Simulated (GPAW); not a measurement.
# N (P6_3/mmc) in GPAW: single point with PBE

Aim: the single point of N with PBE.

Everything below comes from runs of GPAW 26.7.0. Logs are shortened: lines on timing, memory, paths and dates and some standing lists are left out, and cuts for length are marked. The log counts tension as positive stress, the text compression.

### Step 1. The structure

It takes space group P6_3/mmc (No. 194, hexagonal). The conventional cell has a = 4.167 Å, b = 4.167 Å, c = 7.006 Å, α = 90.00°, β = 90.00°, γ = 120.00°. Around N (site symmetry 3m) lie 1 N at 1.11 Å.

### Step 2. Single point, PBE

Input file N.cif:

```cif
data_N
_cell_length_a 4.16723281
_cell_length_b 4.16723281
_cell_length_c 7.00600351
_cell_angle_alpha 90.00000000
_cell_angle_beta 90.00000000
_cell_angle_gamma 120.00000000
_space_group_name_H-M_alt 'P1'
_space_group_name_Hall 'P 1'
_space_group_IT_number 1
loop_
_space_group_symop_operation_xyz
'x,y,z'
loop_
_atom_site_label
_atom_site_type_symbol
_atom_site_symmetry_multiplicity
_atom_site_Wyckoff_symbol
_atom_site_fract_x
_atom_site_fract_y
_atom_site_fract_z
_atom_site_occupancy
N1 N 1 a 0.6666666667 0.3333333333 0.6710699600 1
N2 N 1 a 0.6666666667 0.3333333333 0.8289300400 1
N3 N 1 a 0.3333333333 0.6666666667 0.1710699600 1
N4 N 1 a 0.3333333333 0.6666666667 0.3289300400 1
```

Potentials or basis: GPAW PAW data sets (gpaw-data 1.2.1), pw.

On the command line:

```
$ OMP_NUM_THREADS=1 gpaw run N.cif -p 'mode=PW(800),xc=PBE,kpts={size:(7,7,4),gamma:True},occupations={name:fermi-dirac,width:0.05},nbands=21,convergence={density:1e-05,energy:1e-05},maxiter=150,txt=gpaw.txt' --properties efs -w gs.gpw
```

Log:

```text
__  _  _
 | _ |_)|_||  |
 |__||  | ||/\| - 26.7.0

Input parameters:
  mode=PW(ecut=800.0),
  convergence={'density': 1e-05, 'energy': 1e-05},
  kpts=MonkhorstPack(size=[7, 7, 4], gamma=True),
  maxiter=150,
  nbands=21,
  occupations=Occupations(name='fermi-dirac', width=0.05),
  xc=XC(name='PBE')

Diagonalizing LCAO Hamiltonian
Converting LCAO to pw mode

            N

            N

        N

        N

Atoms  # Å, Bohr magnetons
|   | symbol |         x |        y |        z |    initial magnetic moments |
|---|--------|-----------|----------|----------|-----------------------------|
| 0 |      N |  2.083616 | 1.202976 | 4.701518 | ( 0.0000,  0.0000,  0.0000) |
| 1 |      N |  2.083616 | 1.202976 | 5.807487 | ( 0.0000,  0.0000,  0.0000) |
| 2 |      N | -0.000000 | 2.405953 | 1.198517 | ( 0.0000,  0.0000,  0.0000) |
| 3 |      N | -0.000000 | 2.405953 | 2.304485 | ( 0.0000,  0.0000,  0.0000) |

Unit cell  # Å
| periodic |         x |        y |        z |  lengths |     angles |
|----------|-----------|----------|----------|----------|------------|
|      yes |  4.167233 | 0.000000 | 0.000000 | 4.167233 |  90.000000 |
|      yes | -2.083616 | 3.608929 | 0.000000 | 4.167233 |  90.000000 |
|      yes |  0.000000 | 0.000000 | 7.006004 | 7.006004 | 120.000000 |

Number of symmetries: 12
Symmetry operations  # r_c * U_cc + t_c -> r_c
|    | kind |            matrix            |
|----|------|------------------------------|
|  0 |  σ   |  1, 1, 0,  0,-1, 0,  0, 0, 1 |
|  1 |  S6  |  1, 1, 0, -1, 0, 0,  0, 0,-1 |
|  2 |  E   |  1, 0, 0,  0, 1, 0,  0, 0, 1 |
|  3 |  C2  |  1, 0, 0, -1,-1, 0,  0, 0,-1 |
|  4 |  C2  |  0, 1, 0,  1, 0, 0,  0, 0,-1 |
|  5 |  C3  |  0, 1, 0, -1,-1, 0,  0, 0, 1 |
|  6 |  S6  |  0,-1, 0,  1, 1, 0,  0, 0,-1 |
|  7 |  σ   |  0,-1, 0, -1, 0, 0,  0, 0, 1 |
|  8 |  σ   | -1, 0, 0,  1, 1, 0,  0, 0, 1 |
|  9 |  i   | -1, 0, 0,  0,-1, 0,  0, 0,-1 |
| 10 |  C3  | -1,-1, 0,  1, 0, 0,  0, 0, 1 |
| 11 |  C2  | -1,-1, 0,  0, 1, 0,  0, 0,-1 |

BZ-sampling:
  Number of BZ points: 196
  Number of IBZ points: 28

  Monkhorst-Pack size: [7, 7, 4]
  Monkhorst-Pack shift: [0.0, 0.0, 0.125]

K-points  # in reciprocal-cell coordinates
|     |                                coordinates |     weight |
|-----|--------------------------------------------|------------|
|   0 | (  0.00000000,   0.00000000,   0.00000000) | 0.00510204 |
|   1 | (  0.00000000,   0.00000000,   0.25000000) | 0.01020408 |
|   2 | (  0.00000000,   0.00000000,   0.50000000) | 0.00510204 |
|   3 | (  0.14285714,   0.00000000,  -0.25000000) | 0.03061224 |
|   4 | (  0.14285714,   0.00000000,   0.00000000) | 0.03061224 |
|   5 | (  0.14285714,   0.00000000,   0.25000000) | 0.03061224 |
|   6 | (  0.14285714,   0.00000000,   0.50000000) | 0.03061224 |
|   7 | (  0.28571429,  -0.14285714,   0.00000000) | 0.03061224 |
|   8 | (  0.28571429,  -0.14285714,   0.25000000) | 0.06122449 |
|   9 | (  0.28571429,  -0.14285714,   0.50000000) | 0.03061224 |
| ... |                                            |            |
|  27 | (  0.42857143,   0.42857143,   0.50000000) | 0.03061224 |

Plane wave coefficients: 5468
Cutoff: 800.0 eV

Spin-components: 1 (collinear spins)
Bands:           21
Projectors:      20
Spin-degeneracy: 2
Datatype:        complex128

Parallelization:
  kpt:    1
  domain: 1
  band:   1

Density:
  Valence electrons: 20.0
  Components: 1
  Grid points: [28 28 48]
  Charge: 0.0  # |e|

Potential:
  Grid points: [28 28 48]

species:
  N:
    name:    Nitrogen
    Z:       7.0
    valence: 5
    core:    2
    charge:  0.0  # [|e|]
    compensation charges:
      type: gauss
      rc: 0.18  # [Å]
      lmax: 2
    cutoffs:
      filter: 1.11  # [Å]
      core: 0.96  # [Å]
    projectors
    | kind |    occ | energy [eV] | rcut [Å] |
    |------|--------|-------------|----------|
    |   2s |  2.000 |     -18.583 |    0.603 |
    |   2p |  3.000 |      -7.089 |    0.529 |
    |    s |        |       8.629 |    0.603 |
    |    p |        |      20.123 |    0.529 |
    |    d |        |       0.000 |    0.577 |

    Using partial waves for N as LCAO basis

Reference energy: -5926.886017  # eV

eigensolver:
  PPCG
  Converge bands: occupied
  niter=2

density mixing:
  MSR1-Mixer
  Pratt-step length: 0.05
  Maximum mixing coefficient: 0.75
  Old densities: 10
  SVD Regularization: 0.005
  Good broyden scale: 1.0
  Trust region scale: 1.0
  Backstep threshold: 4.0
  History deletion threshold: 6.0
  Fourier metric: weight=20.0, sigma=0.015

occupation numbers:
  Fermi-Dirac:
    width: 0.0500  # eV

poisson solver:
  ecut: 6400.0  # eV

xc functional:
  name: PBE with 2 nearest neighbor stencil

convergence criteria:
- Maximum integral of absolute [dens]ity change: 1e-05 electrons / valence electron
- Maximum [total energy] change in last 3 cyles: 1e-05 eV / valence electron
- Maximum integral of absolute [eigenst]ate change: 4e-08 eV^2 / valence electron
maximum number of iterations: 150

SCF iterations
|iter     | |      energy | eigst |  dens |
|---------|-|-------------|-------|-------|
|iter:   1| |  -35.393055 | +0.63 |       |
|iter:   2| |  -35.202248 | -1.37 | -0.89 |
|iter:   3| |  -33.853686 | -0.91 | -0.92 |
|iter:   4| |  -33.797295 | -2.42 | -1.48 |
|iter:   5| |  -33.791663 | -3.26 | -1.88 |
|iter:   6| |  -33.791697 | -4.91 | -2.80 |
|iter:   7| |  -33.791727c| -5.24 | -3.23 |
|iter:   8| |  -33.791695c| -5.58 | -3.23 |
|iter:   9| |  -33.791695c| -7.48c| -4.36 |
|iter:  10| |  -33.791695c| -7.88c| -4.79 |
|iter:  11| |  -33.791695c| -8.76c| -5.84c|

Converged in 11 steps
Energy contributions relative to reference atoms: (reference = -5926.886017)

Energy contributions:
  Kinetic:          35.032551
  Coulomb:         -44.498157
  Zero:              0.320295
  External:          0.000000
  Xc:              -24.646384
  Entropy:           0.000000
  Spinorbit:         0.000000
  ----------------------------
  Free energy:     -33.791695
  Extrapolated:    -33.791695

dipole moment: (0.000001, 0.000001, 0.000002)  # |e|*Ang

Fermi level: -3.714
Eigenvalues  # (at kpt = [0.000, 0.000, 0.000])
| band index |      eig [eV] | occ [0-2] |
|------------|---------------|-----------|
|          0 |       -24.622 |     2.000 |
|        ... |               |           |
|          2 |       -10.417 |     2.000 |
|          3 |        -9.688 |     2.000 |
|          4 |        -7.944 |     2.000 |
|          5 |        -7.944 |     2.000 |
|          6 |        -7.846 |     2.000 |
|          7 |        -7.846 |     2.000 |
[... 8 lines left out ...]
|         16 |         6.303 |     0.000 |
|         17 |        10.250 |     0.000 |
|        ... |               |           |
|         20 |        11.182 |     0.000 |

Gap: 7.082 eV
Transition (v -> c):
  (s=0, k=0, n=9, [0.00, 0.00, 0.00]) -> (s=0, k=22, n=10, [0.43, 0.29, 0.00])
Direct/indirect transitions are different
Direct gap: 7.358 eV
Transition at: (s=0, k=25, n=9, [0.43, 0.43, 0.00])

Forces  # eV/Ang
|        x |        y |        z |
|----------|----------|----------|
|  0.00000 | -0.00000 |  0.54090 |  # N    0
| -0.00000 | -0.00000 | -0.54093 |  # N    1
|  0.00000 |  0.00000 |  0.54093 |  # N    2
|  0.00000 |  0.00000 | -0.54090 |  # N    3

Stress tensor  # eV/Ang^3
|         x |         y |         z |
|-----------|-----------|-----------|
|  0.001441 | -0.000000 |  0.000000 |
| -0.000000 |  0.001441 | -0.000000 |
|  0.000000 | -0.000000 |  0.012836 |

# Writing to gs.gpw (mode='')
```

It took 29 s on 1 thread of AMD EPYC 9R45 (Zen 5), shared host; peak memory 0.26 GiB.

Results:

```yaml
Free_energy: -33.7917 eV
Pressure: -0.8 GPa
Largest_force: 0.541 eV/Å
Band_gap_on_the_k_mesh: 7.08 eV, indirect (least direct gap 7.36 eV)
```

Forces in eV/Å, atoms in the order of the input:
```
N    0.000  0.000  0.541
N    0.000  0.000 -0.541
N    0.000  0.000  0.541
N    0.000  0.000 -0.541
```

Levels at points of the mesh, in eV from the valence-band top:
```
           k point  band 6  band 7  band 8  band 9  band 10  band 11  band 12  band 13  band 14  band 15
(0.00, 0.00, 0.00)   -1.69   -1.60   -1.60   -1.09     0.00     7.79     7.79     8.26     8.26     9.97
(0.00, 0.00, 0.50)   -1.65   -1.65   -1.65   -0.49    -0.49     8.02     8.02     8.02     8.02    10.14
```

Caveat: an odd mesh through Γ misses points on the zone boundary, where band edges often lie.
